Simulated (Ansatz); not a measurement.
# TiO2: starts and ends of a spin-polarised SCF, part 2 of 2

Aim: see which self-consistent states TiO2 reaches from different starts at one fixed geometry, and which of them is lowest. System: TiO2, its deposited structure (space group P4_2/mnm); the cell holds 6 atoms. Source: COD entry 4102355, which need not be the ambient phase.

Ansatz 0.2.0; DFT PBE+U, PAW, plane waves, scalar-relativistic; U − J = 3 eV on Ti d. Earlier steps stand in the parts before.

### 4 No spin polarisation

input.yaml reads:

```yaml
crystal:
  lattice:
    - [4.58878, 0.0, 0.0]
    - [0.0, 4.58878, 0.0]
    - [0.0, 0.0, 2.95756]
  atoms:
    - { symbol: Ti, position: [0.0, 0.0, 0.0] }
    - { symbol: Ti, position: [0.5, 0.5, 0.5] }
    - { symbol: O, position: [0.30233, 0.30233, 0.0] }
    - { symbol: O, position: [0.19767, 0.80233, 0.5] }
    - { symbol: O, position: [0.69767, 0.69767, 0.0] }
    - { symbol: O, position: [0.80233, 0.19767, 0.5] }
hamiltonian:
  xc: pbe
  pseudopotentials: { kind: paw }
  hubbard: { sites: [{ species: Ti, l: d, u_eff: 3.0 }] }
basis:
  ecutwfc: 420
kpoints:
  mp_grid: { grid: [5, 5, 7] }
scf:
  occupations: { method: fermi_dirac, width: 0.02 }
  lower_state_search: "off"
output:
  forces: true
  stress: true
```

What it wrote:

```text
[... 13 lines as in an earlier run ...]
Bands: 30, of which v1, the nominal top of the filled ones, is band 24 counted from 1 (23 counted from 0)
[... 8 lines as in an earlier run ...]
Initial density: superposition of atomic densities (chi_scale 0.1, normalization cell, long waves of neutral atoms under a Hubbard term (reshape's long-wave potential 0.00 eV rms, cloud 2.26 Å wide))
[... 2 lines as in an earlier run ...]
SCF iter   1: F=—  HF=-7272.856061 eV  |F-HF|=—  |Δ(HF+E_count)|=         —  Δρ=8.98e-2  dr2=5.10e0  ethr=3.10e-3  ⟨swp⟩=5.7  Hψ=2915  notcnv=0
preconditioner: auto → Resta (q_TF=auto, 2.612 Å⁻¹)  ε∞=7.6  [insulator: Δε(μ)=2.891 eV  Ē_g=10.344 eV  σ=0.020 eV  W_gap=1.00  n_scr=18 (ndim 8)  ℏωp=26.6 eV  f_vac=0.000  D(μ)=0.00/eV (n_scr^D=0)  ε∞_Penn≈7.6]
SCF iter   2: F=—  HF=-7272.287411 eV  |F-HF|=—  |Δ(HF+E_count)|=   5.69e-1  Δρ=5.14e-2  dr2=1.05e0  ethr=3.10e-3  ⟨swp⟩=2.5  Hψ=1413  notcnv=0  defer=35
SCF iter   3: F=—  HF=-7272.230480 eV  |F-HF|=—  |Δ(HF+E_count)|=   5.69e-2  Δρ=2.45e-2  dr2=2.94e-1  ethr=2.18e-3  ⟨swp⟩=2.0  Hψ=1075  notcnv=0  defer=35
SCF iter   4: F=—  HF=-7272.274601 eV  |F-HF|=—  |Δ(HF+E_count)|=   4.41e-2  Δρ=7.67e-3  dr2=3.87e-2  ethr=6.13e-4  ⟨swp⟩=2.1  Hψ=1041  notcnv=0  defer=35
[... 2 lines left out ...]
SCF iter   7: F=—  HF=-7272.281742 eV  |F-HF|=—  |Δ(HF+E_count)|=   4.70e-5  Δρ=1.00e-4  dr2=6.65e-6  ethr=2.49e-7  ⟨swp⟩=2.1  Hψ=1000  notcnv=0  defer=33
SCF iter   8: F=—  HF=-7272.281749 eV  |F-HF|=—  |Δ(HF+E_count)|=   6.94e-6  Δρ=4.40e-5  dr2=1.24e-6  ethr=1.39e-8  ⟨swp⟩=2.1  Hψ=1183  notcnv=0  defer=33
SCF iter   9: F=-7272.281749 eV  HF=-7272.281749 eV  |F-HF|=9.45e-9  |Δ(HF+E_count)|=   3.03e-8  Δρ=4.35e-6  dr2=1.20e-8  ethr=2.08e-10  ⟨swp⟩=3.0  Hψ=2711  notcnv=0
SCF 1 converged in 9 iterations: F = -7272.281749 eV  dr2 = 1.20e-8
SCF converged after 9 iterations
Free energy (F): -7272.281749 eV
Harris-Foulkes:  -7272.281749 eV  (|F-HF|=9.45e-9)
Internal energy: -7272.281749 eV  (E = F + TS)
E sigma→0 (E₀):  -7272.281749 eV
Fermi energy:    10.542570 eV
[... 30 lines left out: energy terms, forces, stress ...]
Occupation matrices written to <dir>
```

Run time: 5.6 s. Hardware: 2 threads of an x86-64 CPU, shared host; peak memory 0.43 GiB.

The run ends in the same state as step 2 (non-magnetic); it took 9 iterations.

### 5 Spin on, no moments given (the program may seed its own), plain SCF

Edit input.yaml of step 4 so:

```diff
@@ -26 +26,3 @@
   stress: true
+magnetization:
+  spin_polarized: true
```

What it wrote:

```text
[... 2 lines as in an earlier run ...]
band count auto-derived: 32 (N_el = 48.0; filled up to band 24; 30 by the electrons, moments and atoms)
[... 11 lines as in an earlier run ...]
Bands: 32, of which v1, the nominal top of the filled ones, is band 24 counted from 1 (23 counted from 0)
[... 11 lines as in an earlier run ...]
SCF iter   1: F=—  HF=-7272.855870 eV  |F-HF|=—  |Δ(HF+E_count)|=         —  Δρ=4.49e-2 (↑4.49e-2 ↓4.49e-2)  dr2=5.10e0  dr2_m=0.00e0  M=0.000 μB ∫|m|=0.000 μB  β_m=0.30  ethr=3.10e-3  ⟨swp⟩=6.0  Hψ=3019  notcnv=0
preconditioner: auto → Resta (q_TF=auto, 2.612 Å⁻¹)  ε∞=7.0  [insulator: Δε(μ)=2.891 eV  Ē_g=10.905 eV  σ=0.020 eV  W_gap=1.00  n_scr=18 (ndim 8)  ℏωp=26.6 eV  f_vac=0.000  D(μ)=0.00/eV (n_scr^D=0)  ε∞_Penn≈7.0]
[... 1 line as in an earlier run ...]
SCF iter   2: F=—  HF=-7271.239014 eV  |F-HF|=—  |Δ(HF+E_count)|=    1.62e0  Δρ=2.52e-2 (↑2.52e-2 ↓2.40e-2)  dr2=8.84e-1  dr2_m=7.59e-2  M=0.667 μB ∫|m|=0.667 μB  ethr=3.10e-3  ⟨swp⟩=2.3  Hψ=1392  notcnv=0  defer=46
Mixer restart at iter 2: flushing history
SCF iter   3: F=—  HF=-7272.093364 eV  |F-HF|=—  |Δ(HF+E_count)|=         —  Δρ=2.49e-2 (↑2.26e-2 ↓2.49e-2)  dr2=8.83e-1  dr2_m=6.66e-2  M=0.000 μB ∫|m|=0.059 μB  β_m=0.30  ethr=1.84e-3  ⟨swp⟩=2.5  Hψ=2433  notcnv=0  defer=48
Mixer restart at iter 3: flushing history
SCF iter   4: F=—  HF=-7272.168409 eV  |F-HF|=—  |Δ(HF+E_count)|=         —  Δρ=1.63e-2 (↑1.63e-2 ↓1.63e-2)  dr2=4.59e-1  dr2_m=0.00e0  M=0.000 μB ∫|m|=0.000 μB  β_m=0.30  ethr=1.84e-3  ⟨swp⟩=4.1  Hψ=1732  notcnv=0
SCF iter   5: F=—  HF=-7272.207258 eV  |F-HF|=—  |Δ(HF+E_count)|=   3.88e-2  Δρ=1.27e-2 (↑1.27e-2 ↓1.27e-2)  dr2=2.81e-1  dr2_m=0.00e0  M=0.000 μB ∫|m|=0.000 μB  β_m=0.65  ethr=9.56e-4  ⟨swp⟩=1.0  Hψ=961  notcnv=0  defer=4
[... 4 lines left out ...]
SCF iter  10: F=—  HF=-7272.281748 eV  |F-HF|=—  |Δ(HF+E_count)|=   3.50e-5  Δρ=1.86e-5 (↑1.86e-5 ↓1.86e-5)  dr2=8.87e-7  dr2_m=0.00e0  M=0.000 μB ∫|m|=0.000 μB  β_m=0.94  ethr=6.15e-8  ⟨swp⟩=2.0  Hψ=1142  notcnv=0  defer=47
iter 11 met the thresholds in force, and the SCF goes on: an eigenvalue changes by 0.60 meV, over its tolerance of 0.50 meV (output.eigenvalues, Limitations)
SCF iter  11: F=-7272.281749 eV  HF=-7272.281749 eV  |F-HF|=1.85e-8  |Δ(HF+E_count)|=   1.02e-6  Δρ=6.25e-6 (↑6.25e-6 ↓6.25e-6)  dr2=8.33e-8  dr2_m=0.00e0  M=0.000 μB ∫|m|=0.000 μB  β_m=0.97  ethr=2.08e-10  ⟨swp⟩=2.6  Hψ=2730  notcnv=0
SCF iter  12: F=-7272.281749 eV  HF=-7272.281749 eV  |F-HF|=1.73e-9  |Δ(HF+E_count)|=   5.23e-8  Δρ=9.78e-7 (↑9.78e-7 ↓9.78e-7)  dr2=1.35e-9  dr2_m=0.00e0  M=0.000 μB ∫|m|=0.000 μB  ethr=1.73e-10  ⟨swp⟩=1.4  Hψ=2399  notcnv=0
SCF 1 converged in 12 iterations: F = -7272.281749 eV  dr2 = 1.35e-9
SCF converged after 12 iterations
an eigenvalue changed by more than its tolerance at an iteration that met the thresholds in force, so the SCF went on 1 time: the last check found none over its tolerance
Magnetization: 0.0000 μB (24.0000 up, 24.0000 down)
Absolute magnetization: 0.0000 μB (∫|ρ↑−ρ↓|)
Spin contamination: 0.0000 ħ² per cell (⟨S²⟩ above its minimum at these occupations)
Per-site moments (μB) at R_I (Å): [(0.0, 0.8075229849199423), (0.0, 0.8075229849199423), (0.0, 0.8075229849199425), (0.0, 0.8075229849199423), (0.0, 0.8075229849199423), (0.0, 0.8075229849199423)]
Free energy (F): -7272.281749 eV
Harris-Foulkes:  -7272.281749 eV  (|F-HF|=1.73e-9)
Internal energy: -7272.281749 eV  (E = F + TS)
E sigma→0 (E₀):  -7272.281749 eV
Fermi energy:    10.542551 eV
[... 30 lines left out: energy terms, forces, stress ...]
Occupation matrices written to <dir>
```

It took 9.6 s on 2 threads of an x86-64 CPU, shared host; peak memory 0.47 GiB.

The run ends in the same state as step 2 (non-magnetic); it took 12 iterations.

### 6 Parallel moments scaled by 1.5, plain SCF

Edit input.yaml of step 5 so:

```diff
@@ -6,4 +6,4 @@
   atoms:
-    - { symbol: Ti, position: [0.0, 0.0, 0.0] }
-    - { symbol: Ti, position: [0.5, 0.5, 0.5] }
+    - { symbol: Ti, position: [0.0, 0.0, 0.0], spin: 1.5 }
+    - { symbol: Ti, position: [0.5, 0.5, 0.5], spin: 1.5 }
     - { symbol: O, position: [0.30233, 0.30233, 0.0] }
@@ -12,2 +12,4 @@
     - { symbol: O, position: [0.80233, 0.19767, 0.5] }
+magnetization:
+  spin_polarized: true
 hamiltonian:
@@ -26,3 +28 @@
   stress: true
-magnetization:
-  spin_polarized: true
```

What it wrote:

```text
[... 24 lines as in an earlier run ...]
Starting moments: Σ|m| = 3 μB on 2 of 6 sites
[... 2 lines as in an earlier run ...]
SCF iter   1: F=—  HF=-7271.511125 eV  |F-HF|=—  |Δ(HF+E_count)|=         —  Δρ=8.40e-2 (↑8.40e-2 ↓7.38e-2)  dr2=4.76e0  dr2_m=2.49e0  M=0.000 μB ∫|m|=0.975 μB  β_m=0.30  ethr=3.10e-3  ⟨swp⟩=6.2  Hψ=6057  notcnv=0
preconditioner: auto → Resta (q_TF=auto, 2.612 Å⁻¹)  ε∞=6.9  [insulator: Δε(μ)=1.896 eV  Ē_g=10.942 eV  σ=0.020 eV  W_gap=1.00  n_scr=18 (ndim 8)  ℏωp=26.6 eV  f_vac=0.000  D(μ)=0.00/eV (n_scr^D=0)  ε∞_Penn≈6.9]
[... 1 line as in an earlier run ...]
SCF iter   2: F=—  HF=-7271.480059 eV  |F-HF|=—  |Δ(HF+E_count)|=   3.11e-2  Δρ=5.27e-2 (↑4.88e-2 ↓5.27e-2)  dr2=9.03e-1  dr2_m=1.22e0  M=0.000 μB ∫|m|=0.974 μB  β_m=0.30  ethr=3.10e-3  ⟨swp⟩=2.3  Hψ=2758  notcnv=0  defer=93
SCF iter   3: F=—  HF=-7271.791246 eV  |F-HF|=—  |Δ(HF+E_count)|=   3.11e-1  Δρ=3.95e-2 (↑3.39e-2 ↓3.95e-2)  dr2=3.47e-1  dr2_m=6.51e-1  M=0.000 μB ∫|m|=0.846 μB  β_m=0.30  ethr=1.88e-3  ⟨swp⟩=2.2  Hψ=2188  notcnv=0  defer=93
SCF iter   4: F=—  HF=-7272.007316 eV  |F-HF|=—  |Δ(HF+E_count)|=   2.16e-1  Δρ=2.86e-2 (↑2.86e-2 ↓2.34e-2)  dr2=2.50e-2  dr2_m=3.81e-1  M=0.000 μB ∫|m|=0.660 μB  β_m=0.30  ethr=7.22e-4  ⟨swp⟩=2.2  Hψ=2413  notcnv=0  defer=93
SCF iter   5: F=—  HF=-7272.115325 eV  |F-HF|=—  |Δ(HF+E_count)|=   1.08e-1  Δρ=2.03e-2 (↑2.03e-2 ↓1.88e-2)  dr2=7.41e-3  dr2_m=2.15e-1  M=0.000 μB ∫|m|=0.555 μB  β_m=0.30  ethr=5.20e-5  ⟨swp⟩=2.3  Hψ=2402  notcnv=0  defer=93
SCF iter   6: F=—  HF=-7272.184066 eV  |F-HF|=—  |Δ(HF+E_count)|=   6.87e-2  Δρ=1.50e-2 (↑1.47e-2 ↓1.50e-2)  dr2=1.14e-3  dr2_m=1.25e-1  M=0.000 μB ∫|m|=0.460 μB  β_m=0.30  ethr=1.54e-5  ⟨swp⟩=2.1  Hψ=2743  notcnv=0  defer=94
SCF iter   7: F=—  HF=-7272.221728 eV  |F-HF|=—  |Δ(HF+E_count)|=   3.77e-2  Δρ=1.15e-2 (↑1.14e-2 ↓1.15e-2)  dr2=1.99e-4  dr2_m=7.50e-2  M=0.000 μB ∫|m|=0.381 μB  β_m=0.30  ethr=2.37e-6  ⟨swp⟩=2.0  Hψ=2656  notcnv=0  defer=94
Mixer restart at iter 7: flushing history
spin-set hold released at iteration 7 (site moments contracting): the magnetisation degrees of freedom join the quasi-Newton model from the next iteration; the mixer history was flushed
SCF iter   8: F=—  HF=-7272.243980 eV  |F-HF|=—  |Δ(HF+E_count)|=   2.23e-2  Δρ=8.99e-3 (↑8.96e-3 ↓8.99e-3)  dr2=1.22e-4  dr2_m=4.59e-2  M=0.000 μB ∫|m|=0.316 μB  β_m=0.62  ethr=4.15e-7  ⟨swp⟩=2.4  Hψ=2793  notcnv=0  defer=94
SCF iter   9: F=—  HF=-7272.280408 eV  |F-HF|=—  |Δ(HF+E_count)|=   3.64e-2  Δρ=1.88e-3 (↑1.63e-3 ↓1.88e-3)  dr2=5.62e-5  dr2_m=1.75e-3  M=0.000 μB ∫|m|=0.071 μB  β_m=0.82  ethr=2.55e-7  ⟨swp⟩=3.6  Hψ=3748  notcnv=0  defer=94
SCF iter  10: F=—  HF=-7272.281833 eV  |F-HF|=—  |Δ(HF+E_count)|=   1.43e-3  Δρ=7.56e-4 (↑7.56e-4 ↓3.15e-4)  dr2=6.26e-4  dr2_m=4.07e-5  M=0.000 μB ∫|m|=0.011 μB  β_m=0.70  ethr=1.17e-7  ⟨swp⟩=2.9  Hψ=3456  notcnv=0  defer=94
SCF iter  11: F=—  HF=-7272.281782 eV  |F-HF|=—  |Δ(HF+E_count)|=   5.13e-5  Δρ=4.66e-4 (↑2.07e-4 ↓4.66e-4)  dr2=2.34e-4  dr2_m=1.42e-5  M=0.000 μB ∫|m|=0.006 μB  β_m=0.57  ethr=1.17e-7  ⟨swp⟩=3.0  Hψ=3165  notcnv=0  defer=94
SCF iter  12: F=—  HF=-7272.281750 eV  |F-HF|=—  |Δ(HF+E_count)|=   3.21e-5  Δρ=1.15e-4 (↑4.71e-5 ↓1.15e-4)  dr2=1.21e-5  dr2_m=1.21e-6  M=0.000 μB ∫|m|=0.002 μB  β_m=0.79  ethr=1.17e-7  ⟨swp⟩=2.5  Hψ=2583  notcnv=0  defer=94
SCF iter  13: F=—  HF=-7272.281749 eV  |F-HF|=—  |Δ(HF+E_count)|=   1.03e-6  Δρ=1.62e-5 (↑6.09e-6 ↓1.62e-5)  dr2=2.13e-7  dr2_m=2.73e-8  M=0.000 μB ∫|m|=0.000 μB  β_m=0.82  ethr=2.52e-8  ⟨swp⟩=2.0  Hψ=1931  notcnv=0  defer=94
iter 14 did not close the SCF: its close was put off for a magnetic moment that had not settled (scf_convergence_deferred on its scf_iter line)
SCF iter  14: F=-7272.281749 eV  HF=-7272.281749 eV  |F-HF|=1.92e-9  |Δ(HF+E_count)|=   8.11e-9  Δρ=1.46e-6 (↑1.14e-6 ↓1.46e-6)  dr2=3.35e-9  dr2_m=2.96e-10  M=0.000 μB ∫|m|=0.000 μB  β_m=0.91  ethr=2.08e-10  ⟨swp⟩=3.9  Hψ=4463  notcnv=0
SCF iter  15: F=-7272.281749 eV  HF=-7272.281749 eV  |F-HF|=4.73e-11  |Δ(HF+E_count)|=  1.69e-10  Δρ=2.22e-7 (↑2.00e-7 ↓2.22e-7)  dr2=7.24e-11  dr2_m=1.42e-11  M=0.000 μB ∫|m|=0.000 μB  ethr=6.98e-12  ⟨swp⟩=1.1  Hψ=3662  notcnv=0
WARN: the starting moments were not kept: the SCF closed with an absolute magnetisation of 4.2e-6 μB, where they sum to 3 μB in size (2 sites). That is at most 0.1 of that sum. Measured as dr2_m measures the in/out step, that magnetisation stands 3.8e-12 eV from none, at or under the dr2_threshold of 1.0e-7 eV: it is no larger than a step whose dr2_m would equal this threshold. The system may hold no moment; this SCF shows only that its start led to no more than that. To try another start: raise the starting moments (crystal.atoms[].spin, magnetization.per_species, magnetization.initial_magnetization, or on a non-collinear deck that types none of these the spinor_matrix: blocks that start its atoms; where the total moment is fixed, keep their sum and leave initial_magnetization as it is; typed ones take the place of any that the run laid by itself, positive ones on a crystal's lanthanoids without a Hubbard term where scf.initial_density.shell_occupations: [] is typed) or, if the notice of its spin-set hold's release reads "site moments contracting" or "site moments show no strong build", lengthen the hold (scf.mixing.spin_hold: { on: { confirm: 4 } }; for m-r²SCAN on two components see the key's manual first). Each may lead to a state that holds a moment. A second SCF, from the converged charge density, with the starting moments and any scf.initial_density.shell_occupations laid on it anew, would have followed, and was not run: the deck does not ask for one (magnetization.retry_lost_moments is false, the default). To let it run, set magnetization.retry_lost_moments: true and run the deck again, where that key's refused combinations let it; where memory then withholds it, that run's warning says so.
SCF 1 converged in 15 iterations: F = -7272.281749 eV  dr2 = 7.24e-11
SCF converged after 15 iterations
Magnetization: 0.0000 μB (24.0000 up, 24.0000 down)
Absolute magnetization: 0.0000 μB (∫|ρ↑−ρ↓|, with the PAW one-centre terms)
Spin contamination: 0.0000 ħ² per cell (⟨S²⟩ above its minimum at these occupations)
Per-site moments (μB) at R_I (Å): [(-6.845844394072319e-7, 0.8075229849199423), (-6.84584439394195e-7, 0.8075229849199423), (4.778860417818381e-7, 0.8075229849199425), (4.778860418030689e-7, 0.8075229849199423), (4.778860418675808e-7, 0.8075229849199423), (4.778860418829998e-7, 0.8075229849199423)]
Free energy (F): -7272.281749 eV
Harris-Foulkes:  -7272.281749 eV  (|F-HF|=4.73e-11)
Internal energy: -7272.281749 eV  (E = F + TS)
E sigma→0 (E₀):  -7272.281749 eV
Fermi energy:    10.542541 eV
[... 30 lines left out: energy terms, forces, stress ...]
Occupation matrices written to <dir>
```

Wall time 13 s (2 threads of an x86-64 CPU, shared host); peak memory 0.46 GiB.

Nothing new: the 15 iterations lead to the state found in step 2 (non-magnetic).

### 7 The runs side by side

| step | iterations | state | moments of Ti1 Ti2 (μB) | total (μB) | gap (eV) | pressure (GPa) | above lowest (meV/atom) |
| --- | --- | --- | --- | --- | --- | --- | --- |
| 2 | 15 | 1 | 0.00 0.00 | 0.00 | 2.14 | 7.6 | 0.0 |
| 3 | 14 | 1 | 0.00 0.00 | 0.00 | 2.14 | 7.6 | 0.0 |
| 4 | 9 | 1 | 0.00 0.00 | 0.00 | 2.14 | 7.6 | 0.0 |
| 5 | 12 | 1 | 0.00 0.00 | 0.00 | 2.14 | 7.6 | 0.0 |
| 6 | 15 | 1 | 0.00 0.00 | 0.00 | 2.14 | 7.6 | 0.0 |

States are numbered from the lowest. Starts by step: 2 parallel moments, plain SCF; 3 opposed moments +-, plain SCF; 4 no spin polarisation; 5 spin on, no moments given (the program may seed its own), plain SCF; 6 parallel moments scaled by 1.5, plain SCF.

The 5 runs of this session took 8.6 min in all, from 5.6 s to 4.4 min each.

Decimal logarithm of the largest residual (eV) by iteration, counted through all cycles of a run:

| iteration | step 2 | step 3 | step 4 | step 5 | step 6 |
| --- | --- | --- | --- | --- | --- |
| 1 | 0.7 | 0.7 | 0.7 | 0.7 | 0.7 |
| 2 | 0.0 | 0.0 | 0.0 | -0.1 | 0.1 |
| 3 | -0.5 | -0.5 | -0.5 | -0.1 | -0.2 |
| 4 | -0.8 | -0.8 | -1.4 | -0.3 | -0.4 |
| 5 | -1.0 | -1.0 | -2.5 | -0.6 | -0.7 |
| 6 | -1.3 | -1.2 | -3.9 | -2.0 | -0.9 |
| 7 | -1.5 | -1.5 | -5.2 | -2.2 | -1.1 |
| 9 | -3.0 | -3.2 | -7.9 | -4.5 | -2.8 |
| 10 | -3.2 | -4.1 | - | -6.1 | -3.2 |
| 11 | -4.1 | -4.9 | - | -7.1 | -3.6 |
| 12 | -5.3 | -6.4 | - | -8.9 | -4.9 |
| 14 | -9.5 | -8.5 | - | - | -8.5 |
| 15 | -10.6 | - | - | - | -10.1 |

### 8 Outcome

This closing draws on all 2 parts.

| quantity | value |
| --- | --- |
| distinct states | 1 from 5 converged runs |
| lowest state | non-magnetic |
| total moment | 0.00 μB per cell |
| gap on the k-mesh | 2.14 eV |
| pressure | 7.6 GPa |
| largest force | 0.264 eV/Å |

What this shows: 5 runs converged, all to one state. Spin polarisation gains nothing here: every starting moment dies out. These are lowest states among those tried, not proven ground states.
